**Q:** The table gives two gaps for the same WS₂ cell. Which is larger, and must it be?

Kohn–Sham gaps of WS₂ (9-atom cell, fixed atoms), computed with Ansatz 0.2.0 using PBEsol, plane waves and PAW, scalar-relativistic and without spin polarization. All rows use an unshifted 12×12×1 k mesh and Gaussian smearing of 0.02 eV; both gaps are read from levels at the mesh points only.

| wave cutoff | gap on mesh (eV) | direct gap on mesh (eV) |
| --- | --- | --- |
| 150 eV | 1.209 | 1.806 |
| 200 eV | 1.312 | 1.745 |
| 250 eV | 1.302 | 1.738 |
| 300 eV | 1.319 | 1.745 |
| 350 eV | 1.321 | 1.745 |
| 380 eV | 1.321 | 1.744 |
| 420 eV | 1.321 | 1.744 |
| 460 eV | 1.321 | 1.744 |
| 520 eV | 1.321 | 1.744 |
| 600 eV | 1.321 | 1.744 |
| 700 eV | 1.321 | 1.744 |

**A:** The direct gap is larger in every row, and it can never be the smaller one. The column "gap on mesh" is the distance from the highest filled level to the lowest empty level, wherever in the Brillouin zone the two lie. The column "direct gap on mesh" allows only pairs of levels at the same wave vector, so it searches a smaller set of pairs.

Here the highest filled level lies at Γ, the centre of the zone, and the lowest empty level at K, a corner. At 700 eV the smallest gap is 1.321 eV and the direct gap 1.744 eV. The highest filled level at K must therefore lie at least 0.42 eV below the one at Γ, or K itself would offer a smaller direct gap.

**Q:** What does the wave cutoff actually limit?

**A:** It limits how sharp a feature the orbitals can have. The orbitals are built from plane waves, and the cutoff is the kinetic energy of the most rapidly varying wave allowed. A wave of kinetic energy $E$ has the wavelength

$$\lambda = \frac{2\pi a_0}{\sqrt{E/\mathrm{Ry}}},$$

where $a_0 = 0.529$ Å is the Bohr radius and $\mathrm{Ry} = 13.6$ eV the Rydberg energy. For 350 eV the square root is about 5.07 and the numerator 3.32 Å, so the shortest wave measures about 0.66 Å. At 150 eV it is 1.0 Å, which is coarse beside a W–S bond of 2.41 Å.

This estimate uses only the cutoff. It explains why compact orbitals need a high cutoff and spread-out ones do not, and why halving the smallest detail costs four times the cutoff. It can't give the error of a gap in meV, because that depends on how smooth the orbitals are in the projector augmented-wave (PAW) method, which treats the sharpest structure near the nuclei separately.

**Q:** At 150 eV one gap is too small and the other too large. How can one poor basis do both?

**A:** A gap is a difference between two levels, and each level has its own error. Levels need a common zero, and here the mean electrostatic potential of the cell serves, since it is the same in every row. On that scale the highest filled level at 150 eV lies 59 meV higher than at 700 eV, and the lowest empty level 53 meV lower. Together the two shifts close the smallest gap by 112 meV. Another choice of zero could divide this sum differently, but wouldn't change it.

The direct gap is too large by 62 meV. It can't use the same pair of levels, since these lie at different wave vectors, so it need not share their error. The outputs don't say at which wave vector it lies, so its error can't be divided between its two levels.

In a fixed potential, taking waves away can only raise levels. That the lowest empty level falls instead suggests that the potential has changed too. It is recalculated from an electron density that is itself poorly described, and the grid that carries this density also becomes coarser, because its cutoff is kept at four times the wave cutoff.

**Q:** The gap at 200 eV is closer to the final value than the gap at 250 eV. Is 200 eV then the better choice?

**A:** No, because the gap hasn't settled there and the total energy is still far off. The gap is 9 meV too small at 200 eV and 19 meV too small at 250 eV, and the direct gap is closer at 200 eV too. Over the same step, however, the error of the total energy drops from about 1.5 to 0.24 eV per atom.

The total energy has a preferred direction: more waves give the electrons more freedom, which pulls the energy down. The rule is strict only if nothing else changes, and here the density grid is refined along with the waves. Still, the energy does fall at every step. A gap has no such rule and may approach its limit from either side, or pass near it and move away again. One good value therefore proves little. What counts is that the value stays put when the cutoff is raised further.

**Q:** How can the gap be nearly right while the energy is still so wrong?

**A:** The gap depends on two levels, whereas the total energy collects the errors of all the electrons. At 200 eV the energy of the cell is 13.4 eV too high relative to the 700 eV row. Shared among its 78 electrons, that is about 0.17 eV each. The two levels that set the gap have moved by no more than 0.01 eV. The total energy isn't a plain sum of levels, so the comparison is rough, but it suggests that most of the energy error comes from elsewhere.

Plausible culprits are tungsten's 5s and 5p electrons. The electron count shows that they are included: three W atoms with 14 electrons and six S atoms with 6 make 78. These shells are compact and need short waves, but they lie far below the gap. The outputs don't divide the energy error by shell, and sulfur's valence electrons or tungsten's 5d electrons may add to it, so this remains a guess from the known shape of the orbitals.

The same reasoning helps with other materials. If compact shells are included among the electrons treated, the total energy is likely to demand more of the cutoff than a gap between more extended states.

**Q:** Suppose I keep a high cutoff but save time with a 10×10×1 mesh. What changes?

**A:** You would lose the point that sets the gap. K lies one third of the way along both in-plane directions of the reciprocal cell. With 12 divisions that is exactly four steps, so K is on the mesh. With 10 divisions it is 3.33 steps, and K falls between the points.

The lowest empty level would then be read off at another point, either beside K or in a different valley of the conduction band. Beside K it should lie higher, which would make the gap too wide. But stacked WS₂ layers are expected to have a second valley about halfway between Γ and K, at nearly the same energy, and the new mesh samples it at different points. If that valley dips below the level at K and one of these points falls close to its bottom, the gap could even shrink. No run here tests which happens. A higher cutoff wouldn't repair this, because it sharpens the orbitals at each point without adding points. Even the 12×12×1 mesh could miss a slightly lower level between its own points.

**Q:** Which digits of the gap can I trust, and what cutoff should I use?

**A:** As far as the cutoff is concerned, all three decimals of 1.321 eV are good. From 350 eV upward the smallest gap varies by only about 0.2 meV, and a run at 850 eV leaves it unchanged at that level.

As a prediction for a real sample, even the first decimal is open. The calculation leaves out spin–orbit coupling, which is strong in tungsten, and PBEsol tends to make gaps too small. PBEsol also ran here on PAW datasets made for another functional, PBE. The atoms are not relaxed either: forces of up to about 0.12 eV/Å remain on the sulfur atoms, and the gap is expected to shift when these move towards or away from the tungsten planes.

For this cell, 350 eV is enough for the gap, although the program flags every cutoff up to 380 eV as below its recommendation. The total energy is then still about 3 meV per atom too high relative to the 700 eV row, as the printed output below shows. The practical rule is to follow the quantity you need, raise the cutoff until it holds still over several steps, and then test the mesh separately.

Numerical output:

```
Deviation from the 700 eV row:
     row  gap in meV  direct gap in meV  valence top in meV  conduction bottom in meV  energy in meV per atom
  150 eV        -112                 62               59.04                    -52.57                    7287
  200 eV          -9                  1              -1.329                    -9.786                    1494
  250 eV         -19                 -6               5.787                    -12.67                   238.3
  300 eV          -2                  1               1.374                    -0.666                   25.72
  350 eV           0                  1               0.039                     0.206                     2.9
  380 eV           0                  0                0.02                     0.027                    1.29
  420 eV           0                  0              -0.018                     0.037                    0.66
  460 eV           0                  0               -0.01                     0.012                    0.37
  520 eV           0                  0               0.055                     0.048                    0.16
  600 eV           0                  0               0.009                     0.058                    0.05
  700 eV           0                  0                   0                         0                       0
Direct gap less smallest gap at 700 eV cutoff, in eV: 0.423
Direct gap less smallest gap at 150 eV cutoff, in eV: 0.597
Change of gap from 200 to 250 eV cutoff, in meV: -10
Change of gap from 250 to 300 eV cutoff, in meV: 17
Spread of the gap from 350 eV cutoff upward, in meV: 0.174
Change of gap from 700 to 850 eV cutoff, in meV: 0.043
Highest cutoff with gap off by more than 10 meV, in eV: 250
Highest cutoff with direct gap off by more than 10 meV, in eV: 150
Highest cutoff with energy off by more than 10 meV per atom, in eV: 300
Energy error at 200 eV cutoff per cell of 9 atoms, in eV: 13.44
Energy error at 200 eV cutoff per each of 78 electrons, in eV: 0.1723
Shortest wavelength at 150 eV cutoff, in angstrom: 1.001
Shortest wavelength at 350 eV cutoff, in angstrom: 0.6556
Number of plane waves at 700 eV over that at 350 eV: 2.828
Mesh steps from zero to one third with 12 divisions: 4
Mesh steps from zero to one third with 10 divisions: 3.333
```
